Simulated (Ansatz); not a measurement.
BAs (started from an entry of an open crystallographic database) (r2SCAN geometry), in Ansatz:

```yaml
crystal:
  lattice:
    - [0.00000, 2.39187, 2.39187]
    - [2.39187, 0.00000, 2.39187]
    - [2.39187, 2.39187, 0.00000]
  atoms:
    - { symbol: B, position: [0.00000, 0.00000, 0.00000] }
    - { symbol: As, position: [0.25000, 0.25000, 0.25000] }
```

G0W0@PBE with 150 empty bands, a screening cutoff of 180 eV and a 6×6×6 mesh (PAW, contour deformation) gives 1.936 eV over the mesh points, from a PBE gap of 1.284 eV; it sums over 159 bands with 169 plane waves in the screening and a wave cutoff of 420 eV. G0W0 values are finite-basis, finite-mesh values. The values are computed, spin-unpolarised, and not measurements.

Q: Estimate the gap with potentials of the kind norm-conserving.

A: 1.943 eV (+0.007 eV), from a Kohn-Sham gap of 1.291 eV.

Q: Another run gave a Kohn-Sham gap of 1.284 eV and a G0W0 gap of 1.967 eV, summing over 300 bands with 259 plane waves in the screening and a wave cutoff of 420 eV. What was changed?

A: Empty bands 291, screening cutoff 260 eV. The counts of bands and plane waves show it.

Q: Estimate the gap with starting point PBE0.

A: 2.345 eV (+0.409 eV), from a Kohn-Sham gap of 2.615 eV.

Q: Estimate the gap with starting point HSE06.

A: 2.206 eV (+0.270 eV), from a Kohn-Sham gap of 1.941 eV.

Spin-orbit coupling is left out.
